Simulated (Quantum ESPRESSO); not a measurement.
# La (Im-3m) in Quantum ESPRESSO: a series of runs, part 2 of 2

Quantum ESPRESSO 7.5. Earlier steps stand in the parts before.

## Step 3: Phonons, PBE

pw.in

```
&CONTROL
  calculation = 'scf'
  prefix = 'pwscf'
  outdir = './tmp'
  pseudo_dir = './pseudo'
  tprnfor = .true.
  tstress = .true.
  disk_io = 'low'
/
&SYSTEM
  ibrav = 0
  nat = 1
  ntyp = 1
  ecutwfc = 45
  ecutrho = 360
  nbnd = 11
  occupations = 'smearing'
  smearing = 'mv'
  degauss = 0.01469973
/
&ELECTRONS
  conv_thr = 2d-10
  electron_maxstep = 120
  mixing_beta = 0.5
/
ATOMIC_SPECIES
La   138.9055 la_pbe_v1.uspp.F.UPF
CELL_PARAMETERS angstrom
  -2.1238310710    2.1238310710    2.1238310710
   2.1238310710   -2.1238310710    2.1238310710
   2.1238310710    2.1238310710   -2.1238310710
ATOMIC_POSITIONS crystal
La     0.0000000000    0.0000000000    0.0000000000
K_POINTS automatic
9 9 9 0 0 0
```

relax.in

```
&CONTROL
  calculation = 'vc-relax'
  prefix = 'pwscf'
  outdir = './tmp'
  pseudo_dir = './pseudo'
  tprnfor = .true.
  tstress = .true.
  disk_io = 'low'
  nstep = 40
  forc_conv_thr = 0.0001
  etot_conv_thr = 1d-06
/
&SYSTEM
  ibrav = 0
  nat = 1
  ntyp = 1
  ecutwfc = 45
  ecutrho = 360
  nbnd = 11
  occupations = 'smearing'
  smearing = 'mv'
  degauss = 0.01469973
/
&ELECTRONS
  conv_thr = 2d-10
  electron_maxstep = 120
  mixing_beta = 0.5
/
&IONS
  ion_dynamics = 'bfgs'
/
&CELL
  cell_dynamics = 'bfgs'
  press = 0
  press_conv_thr = 0.2
/
ATOMIC_SPECIES
La   138.9055 la_pbe_v1.uspp.F.UPF
CELL_PARAMETERS angstrom
  -2.1238310710    2.1238310710    2.1238310710
   2.1238310710   -2.1238310710    2.1238310710
   2.1238310710    2.1238310710   -2.1238310710
ATOMIC_POSITIONS crystal
La     0.0000000000    0.0000000000    0.0000000000
K_POINTS automatic
9 9 9 0 0 0
```

scf2.in

```
&CONTROL
  calculation = 'scf'
  prefix = 'pwscf'
  outdir = './tmp'
  pseudo_dir = './pseudo'
  tprnfor = .true.
  tstress = .true.
  disk_io = 'low'
/
&SYSTEM
  ibrav = 0
  nat = 1
  ntyp = 1
  ecutwfc = 45
  ecutrho = 360
  nbnd = 11
  occupations = 'smearing'
  smearing = 'mv'
  degauss = 0.01469973
/
&ELECTRONS
  conv_thr = 1d-13
  electron_maxstep = 120
  mixing_beta = 0.5
  startingpot = 'file'
  startingwfc = 'file'
/
ATOMIC_SPECIES
La   138.9055 la_pbe_v1.uspp.F.UPF
CELL_PARAMETERS angstrom
  -2.1134235580    2.1134235580    2.1134235580
   2.1134235580   -2.1134235580    2.1134235580
   2.1134235580    2.1134235580   -2.1134235580
ATOMIC_POSITIONS crystal
La     0.0000000000    0.0000000000    0.0000000000
K_POINTS automatic
9 9 9 0 0 0
```

ph.in

```
phonons of La
&INPUTPH
  prefix = 'pwscf'
  outdir = './tmp'
  tr2_ph = 1d-16
  fildyn = 'dyn'
  niter_ph = 60
  alpha_mix(1) = 0.4
/
0.4330127019 0.4330127019 0.0000000000
```

Potentials or basis: GBRV 1.5 PBE.

Run with:

```sh
> OMP_NUM_THREADS=1 pw.x -in pw.in > pw.out
> OMP_NUM_THREADS=1 pw.x -in relax.in > relax.out
> OMP_NUM_THREADS=1 pw.x -in scf2.in > scf2.out
> OMP_NUM_THREADS=1 ph.x -in ph.in > ph.out
```

pw.out:

```text
This program is part of the open-source Quantum ESPRESSO suite
     for quantum simulation of materials; please cite
[... 9 lines left out ...]
     --------------------
     sticks:   dense  smooth     PW     G-vecs:    dense   smooth      PW
     Sum        1299     649    205                29797    10473    1865

     Using Slab Decomposition

     bravais-lattice index     =            0
     lattice parameter (alat)  =       6.9515  a.u.
     unit-cell volume          =     258.5928 (a.u.)^3
     number of atoms/cell      =            1
     number of atomic types    =            1
     number of electrons       =        11.00
     number of Kohn-Sham states=           11
     kinetic-energy cutoff     =      45.0000  Ry
     charge density cutoff     =     360.0000  Ry
     scf convergence threshold =      2.0E-10
     mixing beta               =       0.5000
     number of iterations used =            8  plain     mixing
[... 193 lines left out ...]
     Davidson diagonalization with overlap
     ethr =  1.99E-12,  avg # of iterations =  2.8

     negative rho (up, down):  5.258E-02 0.000E+00

     End of self-consistent calculation

          k = 0.0000 0.0000 0.0000 (  1289 PWs)   bands (ev):

   -22.1412  -5.1230  -5.1230  -5.1230   7.6109  12.3102  12.3102  12.3102
    12.4352  12.4352  12.4352
[... 168 lines left out ...]
   -21.8371  -5.9779  -5.9472  -5.9472   9.1356   9.2263  12.5694  12.6936
    12.6936  12.6978  13.1952

     the Fermi energy is    10.8858 ev

!    total energy              =    -102.55985473 Ry
     estimated scf accuracy    <          2.1E-11 Ry
     smearing contrib. (-TS)   =      -0.00139289 Ry
     internal energy E=F+TS    =    -102.55846183 Ry

     The total energy is F=E-TS. E is the sum of the following terms:
     one-electron contribution =      -5.92116336 Ry
     hartree contribution      =       7.42466415 Ry
     xc contribution           =     -49.20314372 Ry
     ewald contribution        =     -54.85881890 Ry

     convergence has been achieved in  11 iterations

     negative rho (up, down):  5.258E-02 0.000E+00

     Forces acting on atoms (cartesian axes, Ry/au):

     atom    1 type  1   force =     0.00000000    0.00000000    0.00000000

     Total force =     0.000000     Total SCF correction =     0.000000

     Computing stress (Cartesian axis) and pressure

     negative rho (up, down):  5.258E-02 0.000E+00
          total   stress  (Ry/bohr**3)                   (kbar)     P=       -3.74
  -0.00002539   0.00000000   0.00000000           -3.74        0.00        0.00
   0.00000000  -0.00002539   0.00000000            0.00       -3.74        0.00
   0.00000000   0.00000000  -0.00002539            0.00        0.00       -3.74

=------------------------------------------------------------------------------=
   JOB DONE.
=------------------------------------------------------------------------------=
```

relax.out:

```text
This program is part of the open-source Quantum ESPRESSO suite
     for quantum simulation of materials; please cite
[... 9 lines left out ...]
     --------------------
     sticks:   dense  smooth     PW     G-vecs:    dense   smooth      PW
     Sum        1299     649    205                29797    10473    1865
[... 2397 lines left out ...]
   0.00000014   0.00000000   0.00000000            0.02        0.00        0.00
   0.00000000   0.00000014   0.00000000            0.00        0.02        0.00
   0.00000000   0.00000000   0.00000014            0.00        0.00        0.02

=------------------------------------------------------------------------------=
   JOB DONE.
=------------------------------------------------------------------------------=
```

It took 5.2 min on 1 thread of Arm Neoverse V2, shared host; peak memory 0.32 GiB.

Results:

```yaml
Free_energy: -1395.3986 eV
Relaxed_volume: 37.76 Å³/atom
Relaxed_cell: a = 3.661 Å, b = 3.661 Å, c = 3.661 Å, α = 109.47°, β = 109.47°, γ = 109.47°
Space_group_after_relaxing_to_0.05_Å: Im-3m (No. 229)
Pressure_after_relaxing: 0.0 GPa
Band_gap_on_the_k_mesh: none (metal or under the smearing width)
Highest_phonon_frequency_at_the_q_point_run: 54 cm⁻¹
Most_unstable_mode: 57i cm⁻¹
```

The path:
```
step  energy change (eV)  largest force (eV/Å)  pressure (GPa)  volume (Å³)
   1              0.0000                0.0000           -0.37        38.32
   2             -0.0002                0.0000           -0.33        38.25
   3             -0.0004                0.0000           -0.25        38.14
   4             -0.0006                0.0000           -0.15        37.97
   5             -0.0007                0.0000            0.00        37.76
   6             -0.0007                0.0000            0.00        37.76
```

Final structure:
```yaml
crystal:
  lattice:
    - [-2.11342, 2.11342, 2.11342]
    - [2.11342, -2.11342, 2.11342]
    - [2.11342, 2.11342, -2.11342]
  atoms:
    - { symbol: La, position: [0.00000, 0.00000, 0.00000] }
```

Phonon frequencies in cm⁻¹ (negative: imaginary):
```
              q point  frequencies
(0.000, 0.000, 0.500)   -57 -20 54
```

Phonon modes at q = (0.000, 0.000, 0.500) in reciprocal lattice units:
| mode | symmetry | cm⁻¹ |
| --- | --- | --- |
| 1 | B_2u | -57 |
| 2 | B_1u | -20 |
| 3 | B_3u | 54 |

Caveat: some modes are imaginary; the q point doesn't lie on the k mesh, which can shift a metal's frequencies strongly unless the mesh is converged. The run has no spin-orbit coupling, so splittings on La are missing.

## Step 4: Phonons, LDA

Edit pw.in of step 3 so:

```diff
@@ -13,4 +13,4 @@
   ntyp = 1
-  ecutwfc = 45
-  ecutrho = 360
+  ecutwfc = 50
+  ecutrho = 300
   nbnd = 11
@@ -18,3 +18,3 @@
   smearing = 'mv'
-  degauss = 0.01469973
+  degauss = 0.01999163
 /
@@ -26,3 +26,3 @@
 ATOMIC_SPECIES
-La   138.9055 la_pbe_v1.uspp.F.UPF
+La   138.9055 La.LDA_PW-JTH.UPF
 CELL_PARAMETERS angstrom
```

Edit relax.in of step 3 so:

```diff
@@ -16,4 +16,4 @@
   ntyp = 1
-  ecutwfc = 45
-  ecutrho = 360
+  ecutwfc = 50
+  ecutrho = 300
   nbnd = 11
@@ -21,3 +21,3 @@
   smearing = 'mv'
-  degauss = 0.01469973
+  degauss = 0.01999163
 /
@@ -37,3 +37,3 @@
 ATOMIC_SPECIES
-La   138.9055 la_pbe_v1.uspp.F.UPF
+La   138.9055 La.LDA_PW-JTH.UPF
 CELL_PARAMETERS angstrom
```

scf2.in

```
&CONTROL
  calculation = 'scf'
  prefix = 'pwscf'
  outdir = './tmp'
  pseudo_dir = './pseudo'
  tprnfor = .true.
  tstress = .true.
  disk_io = 'low'
/
&SYSTEM
  ibrav = 0
  nat = 1
  ntyp = 1
  ecutwfc = 50
  ecutrho = 300
  nbnd = 11
  occupations = 'smearing'
  smearing = 'mv'
  degauss = 0.01999163
/
&ELECTRONS
  conv_thr = 1d-13
  electron_maxstep = 120
  mixing_beta = 0.5
  startingpot = 'file'
  startingwfc = 'file'
/
ATOMIC_SPECIES
La   138.9055 La.LDA_PW-JTH.UPF
CELL_PARAMETERS angstrom
  -2.0239003260    2.0239003260    2.0239003260
   2.0239003260   -2.0239003260    2.0239003260
   2.0239003260    2.0239003260   -2.0239003260
ATOMIC_POSITIONS crystal
La     0.0000000000    0.0000000000    0.0000000000
K_POINTS automatic
9 9 9 0 0 0
```

Edit ph.in of step 3 so:

```diff
@@ -9,2 +9,2 @@
 /
-0.4330127019 0.4330127019 0.0000000000
+0.4330127019 0.4330127019 0.4330127019
```

Potentials or basis: JTH 2.0 LDA.

Run with:

```sh
> OMP_NUM_THREADS=1 pw.x -in pw.in > pw.out
> OMP_NUM_THREADS=1 pw.x -in relax.in > relax.out
> OMP_NUM_THREADS=1 pw.x -in scf2.in > scf2.out
> OMP_NUM_THREADS=1 ph.x -in ph.in > ph.out
```

pw.out:

```text
This program is part of the open-source Quantum ESPRESSO suite
     for quantum simulation of materials; please cite
         "P. Giannozzi et al., J. Phys.:Condens. Matter 21 395502 (2009);
         "P. Giannozzi et al., J. Phys.:Condens. Matter 29 465901 (2017);
         "P. Giannozzi et al., J. Chem. Phys. 152 154105 (2020);
     in publications or presentations arising from this work. More details at

     file La.LDA_PW-JTH.UPF: wavefunction(s)  5S 6S 5P 0P 5D 0D 4F 0F renormalized
     Message from routine setup:
     using ibrav=0 with symmetry is DISCOURAGED, use correct ibrav instead

     G-vector sticks info
     --------------------
     sticks:   dense  smooth     PW     G-vecs:    dense   smooth      PW
     Sum        1089     727    221                22663    12479    2123

     Using Slab Decomposition

     bravais-lattice index     =            0
     lattice parameter (alat)  =       6.9515  a.u.
     unit-cell volume          =     258.5928 (a.u.)^3
     number of atoms/cell      =            1
     number of atomic types    =            1
     number of electrons       =        11.00
     number of Kohn-Sham states=           11
     kinetic-energy cutoff     =      50.0000  Ry
     charge density cutoff     =     300.0000  Ry
     scf convergence threshold =      2.0E-10
     mixing beta               =       0.5000
     number of iterations used =            8  plain     mixing
     Exchange-correlation= SLA PW NOGX NOGC
                           (   1   4   0   0   0   0   0)

     celldm(1)=   6.951515  celldm(2)=   0.000000  celldm(3)=   0.000000
     celldm(4)=   0.000000  celldm(5)=   0.000000  celldm(6)=   0.000000

     crystal axes: (cart. coord. in units of alat)
               a(1) = (  -0.577350   0.577350   0.577350 )
               a(2) = (   0.577350  -0.577350   0.577350 )
               a(3) = (   0.577350   0.577350  -0.577350 )

     reciprocal axes: (cart. coord. in units 2 pi/alat)
               b(1) = ( -0.000000  0.866025  0.866025 )
               b(2) = (  0.866025 -0.000000  0.866025 )
               b(3) = (  0.866025  0.866025  0.000000 )

     PseudoPot. # 1 for La read from file:
     La.LDA_PW-JTH.UPF
     Pseudo is Projector augmented-wave + core cor, Zval = 11.0
     Generated using ATOMPAW code
     Shape of augmentation charge: SINC**2
     Using radial grid of 1101 points,  8 beta functions with:
                l(1) =   0
                l(2) =   0
                l(3) =   1
                l(4) =   1
                l(5) =   2
                l(6) =   2
                l(7) =   3
                l(8) =   3
     Q(r) pseudized with 0 coefficients

     atomic species   valence    mass     pseudopotential
     La               11.00   138.90550     La( 1.00)

     48 Sym. Ops., with inversion, found

   Cartesian axes

     site n.     atom                  positions (alat units)
         1        La     tau(   1) = (   0.0000000   0.0000000   0.0000000  )

     number of k points=    35  Marzari-Vanderbilt smearing, width (Ry)=  0.0200
                       cart. coord. in units 2pi/alat
        k(    1) = (   0.0000000   0.0000000   0.0000000), wk =   0.0027435
        k(    2) = (   0.0962250   0.0962250   0.0000000), wk =   0.0329218
        k(    3) = (   0.1924501   0.1924501   0.0000000), wk =   0.0329218
        k(    4) = (   0.2886751   0.2886751   0.0000000), wk =   0.0329218
        k(    5) = (   0.3849002   0.3849002   0.0000000), wk =   0.0329218
        k(    6) = (   0.1924501   0.0962250   0.0962250), wk =   0.0658436
[... 27 lines left out ...]
        k(   34) = (  -0.7698004  -0.0962250  -0.0962250), wk =   0.0219479
        k(   35) = (   0.0000000   0.0000000   0.7698004), wk =   0.0164609

     Dense  grid:    22663 G-vectors     FFT dimensions: (  40,  40,  40)

     Smooth grid:    12479 G-vectors     FFT dimensions: (  32,  32,  32)

     Check: negative core charge=   -0.000006

     Initial potential from superposition of free atoms

     starting charge      10.9927, renormalised to      11.0000
     Starting wfcs are   32 randomized atomic wfcs

     Self-consistent Calculation

     iteration #  1     ecut=    50.00 Ry     beta= 0.50
     Davidson diagonalization with overlap
     ethr =  1.00E-02,  avg # of iterations =  1.3

     Threshold (ethr) on eigenvalues was too large:
     Diagonalizing with lowered threshold

     Davidson diagonalization with overlap
     ethr =  1.31E-05,  avg # of iterations =  6.4

     total energy              =    -445.32681871 Ry
     estimated scf accuracy    <       0.00234109 Ry

     iteration #  2     ecut=    50.00 Ry     beta= 0.50
     Davidson diagonalization with overlap
     ethr =  2.13E-05,  avg # of iterations =  2.3
[... 50 lines left out ...]
     total energy              =    -445.32692811 Ry
     estimated scf accuracy    <          3.1E-10 Ry

     iteration # 10     ecut=    50.00 Ry     beta= 0.50
     Davidson diagonalization with overlap
     ethr =  2.82E-12,  avg # of iterations =  1.9

     End of self-consistent calculation

          k = 0.0000 0.0000 0.0000 (  1505 PWs)   bands (ev):

   -22.4626  -5.4066  -5.4066  -5.4066   7.2548  11.8898  11.8898  11.8898
    11.9294  11.9294  11.9294

          k = 0.0962 0.0962 0.0000 (  1521 PWs)   bands (ev):

   -22.4416  -5.5735  -5.4558  -5.4084   7.6233  11.4690  11.4750  11.8805
    12.0201  12.1923  12.1974
[... 158 lines left out ...]
   -22.1711  -6.2926  -6.2926  -6.0905   9.1071   9.1071  11.8599  12.0465
    12.1683  12.1683  12.6107

          k = 0.0000 0.0000 0.7698 (  1537 PWs)   bands (ev):

   -22.1569  -6.2742  -6.2433  -6.2433   8.8136   8.9058  12.0012  12.1415
    12.1415  12.1435  12.6160

     the Fermi energy is    10.5360 ev

!    total energy              =    -445.32692811 Ry
     total all-electron energy =      -445.326928 Ry
     estimated scf accuracy    <          2.0E-10 Ry
     smearing contrib. (-TS)   =      -0.00215850 Ry
     internal energy E=F+TS    =    -445.32476960 Ry

     The total energy is F=E-TS. E is the sum of the following terms:
     one-electron contribution =      -4.33544886 Ry
     hartree contribution      =       7.62108583 Ry
     xc contribution           =     -16.89166761 Ry
     ewald contribution        =     -54.85881890 Ry
     one-center paw contrib.   =    -376.85992007 Ry

     convergence has been achieved in  10 iterations

     Forces acting on atoms (cartesian axes, Ry/au):

     atom    1 type  1   force =     0.00000000    0.00000000    0.00000000

     Total force =     0.000000     Total SCF correction =     0.000000

     Computing stress (Cartesian axis) and pressure

          total   stress  (Ry/bohr**3)                   (kbar)     P=      -36.33
  -0.00024699  -0.00000000  -0.00000000          -36.33       -0.00       -0.00
  -0.00000000  -0.00024699  -0.00000000           -0.00      -36.33       -0.00
   0.00000000   0.00000000  -0.00024699            0.00        0.00      -36.33

=------------------------------------------------------------------------------=
   JOB DONE.
=------------------------------------------------------------------------------=
```

relax.out:

```text
This program is part of the open-source Quantum ESPRESSO suite
     for quantum simulation of materials; please cite
         "P. Giannozzi et al., J. Phys.:Condens. Matter 21 395502 (2009);
         "P. Giannozzi et al., J. Phys.:Condens. Matter 29 465901 (2017);
         "P. Giannozzi et al., J. Chem. Phys. 152 154105 (2020);
[... 705 lines left out ...]
   0.00000000   0.00000008   0.00000000            0.00        0.01        0.00
   0.00000000   0.00000000   0.00000008            0.00        0.00        0.01

=------------------------------------------------------------------------------=
   JOB DONE.
=------------------------------------------------------------------------------=
```

scf2.out:

```text
This program is part of the open-source Quantum ESPRESSO suite
     for quantum simulation of materials; please cite
         "P. Giannozzi et al., J. Phys.:Condens. Matter 21 395502 (2009);
         "P. Giannozzi et al., J. Phys.:Condens. Matter 29 465901 (2017);
         "P. Giannozzi et al., J. Chem. Phys. 152 154105 (2020);
[... 331 lines left out ...]
  -0.00000000   0.00000008  -0.00000000           -0.00        0.01       -0.00
  -0.00000000  -0.00000000   0.00000008           -0.00       -0.00        0.01

=------------------------------------------------------------------------------=
   JOB DONE.
=------------------------------------------------------------------------------=
```

Run time: 4.5 min. Hardware: 1 thread of Arm Neoverse V2, shared host; peak memory 0.26 GiB.

What came out:

```yaml
Free_energy: -6059.0454 eV
Relaxed_volume: 33.16 Å³/atom
Relaxed_cell: a = 3.505 Å, b = 3.505 Å, c = 3.505 Å, α = 109.47°, β = 109.47°, γ = 109.47°
Space_group_after_relaxing_to_0.05_Å: Im-3m (No. 229)
Pressure_after_relaxing: 0.0 GPa
Band_gap_on_the_k_mesh: none (metal or under the smearing width)
Highest_phonon_frequency_at_the_q_point_run: -84 cm⁻¹
Most_unstable_mode: 84i cm⁻¹
```

Step by step:
| step | energy change (eV) | largest force (eV/Å) | pressure (GPa) | volume (Å³) |
| --- | --- | --- | --- | --- |
| 1 | 0.0000 | 0.0000 | -3.63 | 38.32 |
| 2 | -0.0152 | 0.0000 | -3.26 | 37.61 |
| 3 | -0.0344 | 0.0000 | -2.63 | 36.57 |
| 4 | -0.0545 | 0.0000 | -1.57 | 35.05 |
| 5 | -0.0640 | 0.0000 | 0.14 | 33.00 |
| 6 | -0.0641 | 0.0000 | -0.01 | 33.17 |
| 7 | -0.0641 | 0.0000 | 0.00 | 33.16 |

Final structure:
```
CELL_PARAMETERS angstrom
-2.02390 2.02390 2.02390
2.02390 -2.02390 2.02390
2.02390 2.02390 -2.02390
ATOMIC_POSITIONS crystal
La 0.00000 0.00000 0.00000
```

Levels at points of the mesh, in eV from the Fermi level:
```tsv
k point	band 2	band 3	band 4	band 5	band 6	band 7	band 8	band 9	band 10	band 11
(0.00, 0.00, 0.00)	-15.40	-15.40	-15.40	-3.10	1.57	1.57	1.57	1.58	1.58	1.58
```

Phonon frequencies in cm⁻¹ (negative: imaginary):
| q point | frequencies |
| --- | --- |
| (0.250, 0.250, 0.250) | -84 -84 -84 |

Phonon modes at q = (0.250, 0.250, 0.250) in reciprocal lattice units:
| mode | symmetry | cm⁻¹ |
| --- | --- | --- |
| 1 | T_2 | -84 |
| 2 | T_2 | -84 |
| 3 | T_2 | -84 |

Caveat: some modes are imaginary; the q point doesn't lie on the k mesh, which can shift a metal's frequencies strongly unless the mesh is converged. Spin-orbit coupling is left out, which matters for the levels of La.

## Step 5: The runs side by side

| level | potentials or basis | cutoff (eV) | smearing | form of the LDA correlation | gap on the mesh (eV) | pressure (GPa) |
| --- | --- | --- | --- | --- | --- | --- |
| PBEsol | GBRV 1.5 PBEsol | 612 | cold 0.272 eV | - | none | 0.0 |
| PBE | GBRV 1.5 PBE | 612 | cold 0.2 eV | - | none | 0.0 |
| LDA | JTH 2.0 LDA | 680 | cold 0.272 eV | PW92 | none | 0.0 |

Alike in all rows: task phonons; no spin polarisation; cell relaxed; k mesh 9 × 9 × 9.

Caveats: the q point doesn't lie on the k mesh, which can shift a metal's frequencies strongly unless the mesh is converged; some modes are imaginary (some runs).

Absolute energies hang on the potentials; compare differences alone.
